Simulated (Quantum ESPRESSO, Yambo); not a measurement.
# Quasiparticle gap of BAs (F-43m) in Yambo, part 2 of 3

Wanted: ground state, empty states, screening and self-energy for BAs (F-43m).

Quantum ESPRESSO 7.5 and Yambo 5.3.0; PBE and many-body steps on it, plane waves. Known limits of the many-body steps: not at the basis limit; no spin-orbit coupling.

So far. Step 2 (Ground state): The gap is indirect, with the least direct gap 2.08 eV higher. Step 3 (Bands along the symmetry lines): The gap is 1.207 eV, as in the run before at this level.

## (4) Empty states on the mesh, 6×6×6 mesh, 126 bands

Level of this step: DFT, PBE, plane waves, norm-conserving pseudopotentials (Quantum ESPRESSO).

The sums over transitions need many empty states on a uniform mesh; this step solves for them.

Contents of pw.in:

```
&control
  calculation = 'nscf'
  prefix = 'x'
  outdir = 'o'
  pseudo_dir = 'pseudo'
/
&system
  ibrav = 0
  nat = 2
  ntyp = 2
  ecutwfc = 100.0
  nbnd = 126
  force_symmorphic = .true.
/
&electrons
  conv_thr = 1e-9
  electron_maxstep = 80
  diago_full_acc = .true.
  diago_thr_init = 5e-6
/
ATOMIC_SPECIES
  B 10.81 B.upf
  As 74.922 As.upf
CELL_PARAMETERS angstrom
  -0.0000000000 2.3885000000 2.3885000000
  2.3885000000 -0.0000000000 2.3885000000
  2.3885000000 2.3885000000 -0.0000000000
ATOMIC_POSITIONS crystal
  B 0.0000000000 0.0000000000 0.0000000000
  As 0.2500000000 0.2500000000 0.2500000000
K_POINTS automatic
  6 6 6 0 0 0
```

Started as:

```console
$ OMP_NUM_THREADS=1 mpirun -n 4 pw.x -nk 4 -in pw.in > pw.out
```

Output:

```text
[banner, memory and clock lines left out]
Program PWSCF v.7.5 starts

     Atomic positions and unit cell read from directory:
     o/x.save/

     Message from routine setup:
     using ibrav=0 with symmetry is DISCOURAGED, use correct ibrav instead

     G-vector sticks info

     bravais-lattice index     =            0
     lattice parameter (alat)  =       6.3832  a.u.
     unit-cell volume          =     183.9087 (a.u.)^3
     number of atoms/cell      =            2
     number of atomic types    =            2
     number of electrons       =        26.00
     number of Kohn-Sham states=          126
     kinetic-energy cutoff     =     100.0000  Ry
     charge density cutoff     =     400.0000  Ry
     Exchange-correlation= PBE
                           (   1   4   3   4   0   0   0)

     celldm(1)=   6.383210  celldm(2)=   0.000000  celldm(3)=   0.000000
     celldm(4)=   0.000000  celldm(5)=   0.000000  celldm(6)=   0.000000

     crystal axes: (cart. coord. in units of alat)
               a(1) = (  -0.000000   0.707107   0.707107 )
               a(2) = (   0.707107  -0.000000   0.707107 )
               a(3) = (   0.707107   0.707107  -0.000000 )

     reciprocal axes: (cart. coord. in units 2 pi/alat)
               b(1) = ( -0.707107  0.707107  0.707107 )
               b(2) = (  0.707107 -0.707107  0.707107 )
               b(3) = (  0.707107  0.707107 -0.707107 )
     Pseudo is Norm-conserving + core correction, Zval =  3.0
     Generated using ONCVPSP code by D. R. Hamann
     Using radial grid of 1534 points,  4 beta functions with:
     Pseudo is Norm-conserving + core correction, Zval = 23.0
     Generated using ONCVPSP code by D. R. Hamann
     Using radial grid of 1358 points,  6 beta functions with:
     B                 3.00    10.81000     B ( 1.00)
     As               23.00    74.92200     As( 1.00)

     24 Sym. Ops. (no inversion) found

   Cartesian axes

     site n.     atom                  positions (alat units)
         1        B      tau(   1) = (   0.0000000   0.0000000   0.0000000  )
         2        As     tau(   2) = (   0.3535534   0.3535534   0.3535534  )

     number of k points=    16
                       cart. coord. in units 2pi/alat
        k(    1) = (   0.0000000   0.0000000   0.0000000), wk =   0.0092593
        k(    2) = (   0.1178511   0.1178511  -0.1178511), wk =   0.0740741
        k(    3) = (   0.2357023   0.2357023  -0.2357023), wk =   0.0740741
[...]
[... 4 further rows ...]
        k(   15) = (  -0.1178511  -0.3535534   0.5892557), wk =   0.2222222
        k(   16) = (  -0.7071068   0.2357023   0.0000000), wk =   0.1111111

     Dense  grid:    24933 G-vectors     FFT dimensions: (  45,  45,  45)

     The potential is recalculated from file :
     o/x.save/charge-density

     Starting wfcs are   17 randomized atomic wfcs +  109 random wfcs

     Band Structure Calculation

     End of band structure calculation

          k = 0.0000 0.0000 0.0000 (  3119 PWs)   bands (ev):

  -173.2770-116.6589-116.6589-116.6589 -23.6917 -23.6917 -23.6917 -23.6720
   -23.6720  -3.2329  12.1652  12.1652  12.1652  15.4540  15.4540  15.4540
    16.8509  21.7655  25.3321  25.3321  26.6220  26.6220  26.6220  31.1379
    41.9864  41.9864  41.9864  49.0114  49.0114  49.0114  49.5648  49.5648
[...]
[... 4 further rows ...]
[...]
133.4463 145.3574 149.7864 149.7864 149.7864 150.8820

          k = 0.1179 0.1179-0.1179 (  3101 PWs)   bands (ev):

  -173.2770-116.6589-116.6589-116.6589 -23.6909 -23.6898 -23.6898 -23.6718
[...]
[... 4 further rows ...]
[...]
142.7654 144.1408 145.3202 145.3427 145.3427 146.1967

          k = 0.2357 0.2357-0.2357 (  3100 PWs)   bands (ev):

  -173.2770-116.6590-116.6589-116.6589 -23.6893 -23.6870 -23.6870 -23.6704
[...]
97.4226  97.4226  99.8043 103.0378 103.0378 104.4709 104.7723 105.8447
     [... 4 further rows ...]
   138.3861 139.1475 139.5186 139.5186 141.4783 141.7127 141.7127 142.1608
   143.7133 143.7133 144.1607 146.1933 146.1933 149.1608

          k =-0.3536-0.3536 0.3536 (  3100 PWs)   bands (ev):

     [... further k-points ...]

     highest occupied, lowest unoccupied level (ev):    12.1652   13.4570

     XML data file, pseudopotentials, collected wavefunctions
```

Run time: 14 s. Hardware: 4 MPI ranks of Arm Neoverse V1, shared host; peak memory 0.33 GiB; 57 s of CPU time.

This step gave:

| Property | Result |
| --- | --- |
| gap | 1.292 eV |
| k of the valence top | 0, 0, 0 |
| k of the conduction bottom | 0, 0.3333, 0.3333 |
| least direct gap | 3.289 eV |
| k points computed | 16 |
| lowest point of the top converged band, above the valence top | 134.0316 eV |

On this mesh the gap is 1.292 eV. The earlier step found 1.207 eV, so this mesh misses an edge.

## (5) Conversion and set-up

This step: Yambo 5.3.0; conversion and set-up on PBE, plane waves, norm-conserving pseudopotentials.

The states are converted to the many-body program's format and the q mesh is built.

Started as:

```console
$ (cd o/x.save; p2y > p2y.log; mv SAVE ../..); yambo > setup.log
```

Output:

```text
 Yambo, version 5.3.0

 [02] CORE Variables Setup
 =========================

  [02.01] Unit cells
  ==================

  Cell kind             :  FCC
  Atoms in the cell     :  B  As
  number of B  atoms    :  1
  number of As atoms    :  1

  List of atomic masses
  Mass of B     :  10.81000
  Mass of As    :  74.92200

  List of atomic coordinates    : [cc]
  B1       :  0.000000  0.000000  0.000000  order 1
  As1       :  2.256805  2.256805  2.256805  order 2

  Alat factors          :  4.513611  4.513611  4.513611 [a.u.]
  Direct lattice volume :  183.9087 [a.u.]
  Direct lattice vectors:  A[ 1 ]  A[ 2 ]  A[ 3 ]
   A[ 1 ]: -0.000000  1.000000  1.000000  [iru]
  -0.000000  4.513611  4.513611  [cc]
   A[ 2 ]:  1.000000 -0.000000  1.000000  [iru]
   4.513611 -0.000000  4.513611  [cc]
   A[ 3 ]:  1.000000  1.000000 -0.000000  [iru]
   4.513611  4.513611 -0.000000  [cc]

  Recip. lattice volume :  1.348768 [a.u.]
  Recip. lattice vectors:  B[ 1 ]  B[ 2 ]  B[ 3 ]
   B[ 1 ]: -0.500000  0.500000  0.500000  [iku]
  -0.696026  0.696026  0.696026  [cc]
   B[ 2 ]:  0.500000 -0.500000  0.500000  [iku]
   0.696026 -0.696026  0.696026  [cc]
   B[ 3 ]:  0.500000  0.500000 -0.500000  [iku]
   0.696026  0.696026 -0.696026  [cc]

  [02.02] Symmetries
  ==================

  Inversion symmetry    : yes
  Spatial inversion     : no
  Inversion index       :  25
  K-space Time-reversal : yes
  Magnetic symmetries   : no
  Time-reversal derived K-space symmetries:   25   48
  Group table correct   : yes
  Symmetries units      :  [cc]

   [S  1]:   1.0000     -0.32065E-16 -0.32065E-16 -0.32065E-16   1.0000      0.32065E-16  0.32065E-16  0.32065E-16   1.0000
   [S  2]:  -1.0000      0.32065E-16 -0.32065E-16  0.32065E-16  -1.0000      0.32065E-16 -0.32065E-16 -0.32065E-16   1.0000
   [S  3]:  -1.0000     -0.32065E-16  0.32065E-16  0.32065E-16   1.0000     -0.32065E-16 -0.32065E-16  0.32065E-16  -1.0000
[...]
[S  9]: -0.32065E-16   1.0000     -0.32065E-16  0.32065E-16 -0.32065E-16   1.0000       1.0000      0.32065E-16  0.32065E-16
   [S 10]: -0.32065E-16  -1.0000      0.32065E-16  0.32065E-16  0.32065E-16  -1.0000       1.0000     -0.32065E-16 -0.32065E-16
     [... 36 further rows ...]
   [S*47]:   1.0000     -0.32065E-16  0.32065E-16 -0.32065E-16  0.32065E-16  -1.0000      0.32065E-16   1.0000     -0.32065E-16
   [S*48]:   1.0000      0.32065E-16 -0.32065E-16 -0.32065E-16 -0.32065E-16   1.0000      0.32065E-16  -1.0000      0.32065E-16

  [02.03] Reciprocal space
  ========================

  nG shells         :  278
  nG charge         :  24933
  nG WFs            :   3878
  nC WFs            :  3138
  G-vecs. in first 27 shells:  [ Number ]
     1    9   15   27   51   59   65   89  113
    137   169   181   229   259   283   307   331   339
    387   411   459   531   537   561   609   645   701
  ...
  Shell energy in first 27 shells:  [ mHa ]
[...]
==============================

  [X] === General ===
  [X] Electronic Temperature                        :  0.000000  0.000000 [eV K]
  [X] Bosonic    Temperature                        :  0.000000  0.000000 [eV K]
  [X] Finite Temperature mode                       : no
  [X] El. density                                   :  0.95404E+24 [cm-3]
  [X] Fermi Level                                   :  12.16515 [eV]

  [X] === Gaps and Widths ===
  [X] Conduction Band Min                           :  1.291868 [eV]
  [X] Valence Band Max                              :  0.000000 [eV]
  [X] Filled Bands                                  :  13
  [X] Empty Bands                                   :   14  126
  [X] Direct Gap                                    :  3.288876 [eV]
  [X] Direct Gap localized at k                     :  1
  [X] Indirect Gap                                  :  1.291868 [eV]
  [X] Indirect Gap between kpts                     :   1  10
  [X] Last valence band width                       :  4.948297 [eV]
  [X] 1st conduction band width                     :  3.059858 [eV]

  E @ K [ 1]:  [eV]
  -185.4422 -128.8241 -128.8241 -128.8241  -35.8568  -35.8568  -35.8568  -35.8372
   -35.837      -15.398     -0.35792E-09 -0.28258E-09   0.0000       3.2889       3.2889       3.2889
    4.68571   9.60039  13.16699  13.16699  14.45680  14.45680  14.45680  18.97276
[...]
occ @ K [ 1]
[...]
E @ K [ 2]:  [eV]
[...]
occ @ K [ 2]
[...]
E @ K [ 3]:  [eV]
[...]
occ @ K [ 3]
[...]
E @ K [ 8]:  [eV]
[...]
occ @ K [ 8]
[...]
E @ K [ 9]:  [eV]
[...]
occ @ K [ 9]
[...]
E @ K [10]:  [eV]
[...]
occ @ K [10]
[...]
E @ K [11]:  [eV]
[...]
occ @ K [11]
[...]
E @ K [12]:  [eV]
[...]
occ @ K [12]
[...]
E @ K [13]:  [eV]
[...]
occ @ K [13]
[...]
E @ K [14]:  [eV]
[...]
occ @ K [14]
[...]
E @ K [15]:  [eV]
[...]
occ @ K [15]
[...]
E @ K [16]:  [eV]
[...]
occ @ K [16]
[...]
0.000000  0.000000  0.000000  0.000000  0.000000  0.000000  0.000000  0.000000
   0.000000  0.000000  0.000000  0.000000  0.000000  0.000000  0.000000  0.000000

 [03] Transferred momenta grid and indexing
 ==========================================

 IBZ Q-points                                      :  16
 BZ  Q-points                                      :  216

 K/Q-points units:
 rlu = crystal or reduced units; cc = cartesian coordinates; iku = interal k-units

 Q [ 1]         [rlu]:  0.000000  0.000000  0.000000
 Q [ 2]         [rlu]: -0.44040E-17 -0.44040E-17  0.16667
 Q [ 3]         [rlu]: -0.88081E-17 -0.88081E-17  0.33333
[...]
Q [ 8]         [rlu]: -0.63303E-17  0.16667     -0.33333
 Q [ 9]         [rlu]:  0.28747E-16  0.16667     -0.16667
 Q [10]         [rlu]: -0.18005E-16  0.33333      0.33333
     [... 4 further rows ...]
 Q [15]         [rlu]:  0.166667  0.333333 -0.333333
 Q [16]         [rlu]:  0.166667 -0.500000 -0.333333

  [03.01] X indexes
  =================

   [03.01.01] Sigma indexes
   ========================

 [06] Game Over & Game summary
```

It took 2.7 s on 1 MPI rank; peak memory 0.24 GiB.

[end of part 2 of 3]

[Paths, hosts, dates, memory and timing lines, banners, echoed tables and standing remarks are left out of the program output.]

[Logs are printed without paths, hosts, clocks, repeated set-up lines and the standing remarks that a program may print on its own settings, such as how far it seeks lower states.]

[Runs of the session that timed out or met a known fault of the program may be left out.]

[Hosts, paths, dates, database ids (printed as entryN), source tags and the programs' standing remarks are cut or masked in the printed files.]
